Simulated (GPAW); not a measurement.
# TePb (Pm-3m) in GPAW: a series of runs, part 2 of 2

GPAW 26.7.0. Earlier steps stand in the parts before.

**3. Relaxation of cell and atoms, PBEsol**

Input file run.py:

```python
from ase.filters import FrechetCellFilter
from ase.io import read, write
from ase.optimize import FIRE
from gpaw import GPAW, PW, setup_paths

setup_paths.insert(0, '.')

atoms = read('POSCAR')

calc = GPAW(mode=PW(600),
            xc='PBEsol',
            kpts={'size': (7, 7, 7), 'gamma': True},
            occupations={'name': 'fermi-dirac', 'width': 0.05},
            nbands=19,
            convergence={'density': 1e-05, 'forces': 0.0001},
            maxiter=150,
            txt='gpaw.txt')
atoms.calc = calc
opt = FIRE(FrechetCellFilter(atoms), trajectory='relax.traj', logfile='-')
done = opt.run(fmax=0.02, steps=60)
calc.write('gs.gpw')
write('result.traj', atoms)
print('Converged:', done)
print('Cell:', atoms.cell.cellpar().round(4))
print('Volume:', round(atoms.get_volume(), 4))
print(atoms.get_scaled_positions().round(5))
```

Input file POSCAR:

```
TePb
1.0
    4.0022870000      0.0000000000      0.0000000000
    0.0000000000      4.0022870000      0.0000000000
    0.0000000000      0.0000000000      4.0022870000
Pb Te
1 1
Direct
    0.0000000000      0.0000000000      0.0000000000
    0.5000000000      0.5000000000      0.5000000000
```

Potentials or basis: PAW data sets generated in the run's folder for this functional, pw.

On the command line:

```sh
$ gpaw-setup -f PBEsol Pb Te
$ OMP_NUM_THREADS=1 python run.py
```

Run time: 1.9 min. Hardware: 1 thread of Arm Neoverse N1, shared host; peak memory 0.21 GiB.

The run converged. Its results:

- Free energy: -8.1600 eV
- Relaxed volume: 29.77 Å³/atom
- Relaxed cell: a = 3.905 Å, b = 3.905 Å, c = 3.905 Å, α = 90.00°, β = 90.00°, γ = 90.00°
- Space group after relaxing (to 0.05 Å): Pm-3m (No. 221)
- Energy gained by relaxing: 21.7 meV/atom
- Ionic steps: 5
- Pressure after relaxing: 0.0 GPa
- Band gap on the k mesh: none (metal or under the smearing width)

The path:
| step | energy change (eV) | largest force (eV/Å) | pressure (GPa) | volume (Å³) |
| --- | --- | --- | --- | --- |
| 1 | 0.0000 | 0.0000 | -2.94 | 64.11 |
| 2 | -0.0096 | 0.0000 | -2.64 | 63.55 |
| 3 | -0.0246 | 0.0000 | -2.03 | 62.50 |
| 4 | -0.0381 | 0.0000 | -1.14 | 61.10 |
| 5 | -0.0434 | 0.0000 | -0.02 | 59.54 |

Final structure:
```yaml
crystal:
  lattice:
    - [3.90486, 0.00000, 0.00000]
    - [0.00000, 3.90486, 0.00000]
    - [0.00000, 0.00000, 3.90486]
  atoms:
    - { symbol: Pb, position: [0.00000, 0.00000, 0.00000] }
    - { symbol: Te, position: [0.50000, 0.50000, 0.50000] }
```

Levels at points of the mesh, in eV from the Fermi level:
```csv
k point,band 7,band 8,band 9,band 10,band 11,band 12,band 13,band 14
"(0.00, 0.00, 0.00)",-6.42,-1.69,-1.69,-1.69,3.95,3.95,5.78,5.78
```

Caveat: later steps reuse the first step's grids.

**4. Relaxation of cell and atoms, RPBE, target pressure 20 GPa, at which the enthalpy is minimised**

Input file run.py:

```python
from ase import Atoms
from ase.filters import FrechetCellFilter
from ase.io import write
from ase.optimize import BFGS
from ase.units import GPa
from gpaw import GPAW, PW

atoms = Atoms(['Pb', 'Te'],
              cell=[[4.002287, 0.0, 0.0],
                    [0.0, 4.002287, 0.0],
                    [0.0, 0.0, 4.002287]],
              scaled_positions=[[0.0, 0.0, 0.0],
                                [0.5, 0.5, 0.5]],
              pbc=True)

calc = GPAW(mode=PW(600),
            xc='RPBE',
            kpts={'size': (7, 7, 7), 'gamma': True},
            occupations={'name': 'fermi-dirac', 'width': 0.05},
            nbands=19,
            convergence={'density': 1e-05, 'forces': 0.0001},
            maxiter=150,
            txt='gpaw.txt')
atoms.calc = calc
opt = BFGS(FrechetCellFilter(atoms, scalar_pressure=20 * GPa), trajectory='relax.traj', logfile='-')
done = opt.run(fmax=0.02, steps=100)
calc.write('gs.gpw')
write('result.traj', atoms)
print('Converged:', done)
print('Cell:', atoms.cell.cellpar().round(4))
print('Volume:', round(atoms.get_volume(), 4))
print(atoms.get_scaled_positions().round(5))
```

Potentials or basis: the program's PAW data sets (release 1.2.1) made for this functional, pw.

On the command line:

```sh
$ OMP_NUM_THREADS=1 python run.py
```

gpaw.txt:

```text
__  _  _
 | _ |_)|_||  |
 |__||  | ||/\| - 26.7.0

Input parameters:
  mode=PW(ecut=600.0),
  convergence={'density': 1e-05, 'forces': 0.0001},
  kpts=MonkhorstPack(size=(7, 7, 7), gamma=True),
  maxiter=150,
  nbands=19,
  occupations=Occupations(name='fermi-dirac', width=0.05),
  xc=XC(name='RPBE')

Diagonalizing LCAO Hamiltonian
Converting LCAO to pw mode
   .---------.
  /|         |
 * |         |
 | |         |
 | |   Te    |
 | .---------.
 |/         /
 Pb--------*

Atoms  # Å, Bohr magnetons
|   | symbol |        x |        y |        z |    initial magnetic moments |
|---|--------|----------|----------|----------|-----------------------------|
| 0 |     Pb | 0.000000 | 0.000000 | 0.000000 | ( 0.0000,  0.0000,  0.0000) |
[... 1103 lines left out ...]

Atoms  # Å, Bohr magnetons
|   | symbol |        x |         y |         z |    initial magnetic moments |
|---|--------|----------|-----------|-----------|-----------------------------|
| 0 |     Pb | 0.000000 | -0.000000 | -0.000000 | ( 0.0000,  0.0000,  0.0000) |
| 1 |     Te | 1.825859 |  1.825859 |  1.825859 | ( 0.0000,  0.0000,  0.0000) |

Unit cell  # Å
| periodic |         x |         y |         z |  lengths |    angles |
|----------|-----------|-----------|-----------|----------|-----------|
|      yes |  3.651719 |  0.000000 | -0.000000 | 3.651719 | 90.000000 |
|      yes | -0.000000 |  3.651719 | -0.000000 | 3.651719 | 90.000000 |
|      yes |  0.000000 | -0.000000 |  3.651719 | 3.651719 | 90.000000 |

Number of symmetries: 48
Symmetry operations  # r_c * U_cc + t_c -> r_c
|    | kind |            matrix            |
|----|------|------------------------------|
|  0 |  E   |  1, 0, 0,  0, 1, 0,  0, 0, 1 |
|  1 |  σ   |  1, 0, 0,  0, 1, 0,  0, 0,-1 |
|  2 |  σ   |  1, 0, 0,  0, 0, 1,  0, 1, 0 |
|  3 |  C4  |  1, 0, 0,  0, 0, 1,  0,-1, 0 |
|  4 |  C4  |  1, 0, 0,  0, 0,-1,  0, 1, 0 |
|  5 |  σ   |  1, 0, 0,  0, 0,-1,  0,-1, 0 |
|  6 |  σ   |  1, 0, 0,  0,-1, 0,  0, 0, 1 |
|  7 |  C2  |  1, 0, 0,  0,-1, 0,  0, 0,-1 |
|  8 |  σ   |  0, 1, 0,  1, 0, 0,  0, 0, 1 |
[... 230 lines left out ...]
Stress tensor  # eV/Ang^3
|         x |         y |         z |
|-----------|-----------|-----------|
| -0.124653 |  0.000000 |  0.000000 |
|  0.000000 | -0.124653 | -0.000000 |
|  0.000000 | -0.000000 | -0.124653 |

Forces  # eV/Ang
|       x |        y |        z |
|---------|----------|----------|
| 0.00000 | -0.00000 | -0.00000 |  # Pb   0
| 0.00000 |  0.00000 |  0.00000 |  # Te   1

# Writing to gs.gpw (mode='')
```

It took 1.7 min on 1 thread of Arm Neoverse N1, shared host; peak memory 0.21 GiB.

What came out:

| Quantity | Value |
| --- | --- |
| Free energy | -5.7880 eV |
| Relaxed volume | 24.35 Å³/atom |
| Relaxed cell | a = 3.652 Å, b = 3.652 Å, c = 3.652 Å, α = 90.00°, β = 90.00°, γ = 90.00° |
| Space group after relaxing (to 0.05 Å) | Pm-3m (No. 221) |
| Energy change on relaxing (the enthalpy is what falls) | +414.3 meV/atom |
| Ionic steps | 5 |
| Pressure after relaxing | 20.0 GPa |
| Band gap on the k mesh | none (metal or under the smearing width) |

Step by step:
| step | energy change (eV) | largest force (eV/Å) | pressure (GPa) | volume (Å³) |
| --- | --- | --- | --- | --- |
| 1 | 0.0000 | 0.0000 | 1.28 | 64.11 |
| 2 | 0.0972 | 0.0000 | 5.11 | 59.17 |
| 3 | 1.0049 | 0.0000 | 23.44 | 47.39 |
| 4 | 0.7841 | 0.0000 | 19.08 | 49.06 |
| 5 | 0.8287 | 0.0000 | 19.97 | 48.70 |

Final structure:
```yaml
crystal:
  lattice:
    - [3.65172, 0.00000, 0.00000]
    - [0.00000, 3.65172, 0.00000]
    - [0.00000, 0.00000, 3.65172]
  atoms:
    - { symbol: Pb, position: [0.00000, 0.00000, 0.00000] }
    - { symbol: Te, position: [0.50000, 0.50000, 0.50000] }
```

Caveat: later steps reuse the first step's grids; the volume moved by over 15 % at a fixed basis, so the end points are rough.

**5. Summary**

| level | potentials or basis | cell | optimizer | fmax | max steps | target pressure | gap on the mesh (eV) | pressure (GPa) | relaxed volume (Å³/atom) |
| --- | --- | --- | --- | --- | --- | --- | --- | --- | --- |
| LDA | the program's PAW data sets (release 1.2.1) made for this functional, pw | relaxed | BFGS | 0.01 eV/Å | 100 | - | none | 0.0 | 28.88 |
| PBEsol | PAW data sets generated in the run's folder for this functional, pw | relaxed | FIRE | 0.02 eV/Å | 60 | - | none | 0.0 | 29.77 |
| RPBE | the program's PAW data sets (release 1.2.1) made for this functional, pw | relaxed to 20 GPa | BFGS | 0.02 eV/Å | 100 | 20 GPa | none | 20.0 | - |

Alike in all rows: task relaxation of cell and atoms; no spin polarisation; k mesh 7 × 7 × 7; cutoff (eV) 600; smearing fermi-dirac 0.05 eV.

Caveats: later steps reuse the first step's grids; the volume moved by over 15 % at a fixed basis, so the end points are rough (some runs).

Total energies depend on the potentials used, so only differences within one code and one set of settings carry meaning.
